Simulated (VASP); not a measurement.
Set up this calculation in VASP 6.6.1, as the native input.

```
Task                   : electric field gradients
Functional             : PBE
Potentials or basis    : VASP PAW PBE potentials, release 64 (Ti_sv, Si)
Cutoff                 : 520 eV
k mesh                 : 7 × 7 × 7
Occupations            : gaussian, width 0.02 eV
Spin                   : no spin polarisation
Further INCAR settings : ALGO = Normal; EDIFF = 1e-08
```

The structure of TiSi2 lies in POSCAR:

```
TiSi2
1.0
    0.0000000000      4.1175163063      4.2628978354
    2.3895119538      0.0000000000      4.2628978354
    2.3895119538      4.1175163063      0.0000000000
Ti Si
2 4
Direct
    0.7500000000      0.7500000000      0.7500000000
    0.5000000000      0.5000000000      0.5000000000
    0.4125656100      0.0874343900      0.4125656100
    0.0874343900      0.4125656100      0.0874343900
    0.1625656100      0.8374343900      0.1625656100
    0.8374343900      0.1625656100      0.8374343900
```

The cell is a database's computed one.

These files were run (other wordings do the same):

INCAR

```
ALGO = Normal
EDIFF = 1E-8
ENCUT = 520
GGA = PE
ISIF = 2
ISMEAR = 0
LASPH = T
LCHARG = F
LEFG = T
LREAL = F
LWAVE = F
NELM = 100
PREC = Accurate
SIGMA = 0.02
```

KPOINTS

```
k-points
0
Gamma
  7 7 7
```

Potentials or basis: VASP PAW PBE potentials, release 64 (Ti_sv, Si).

Run with:

```console
$ cat potpaw_PBE.64/Ti_sv/POTCAR potpaw_PBE.64/Si/POTCAR > POTCAR
$ mpirun -np 1 vasp_std > vasp.out
```

It gave:

```
Pressure               : 2.0 GPa
Largest force          : 0.015 eV/Å
Band gap on the k mesh : none (metal or under the smearing width)
```

It took 4 min on 1 thread of Intel(R) Xeon(R) Platinum 8175M CPU @ 2.50GHz (Skylake/Cascade Lake), with other jobs on the host, peak memory 0.29 GiB.
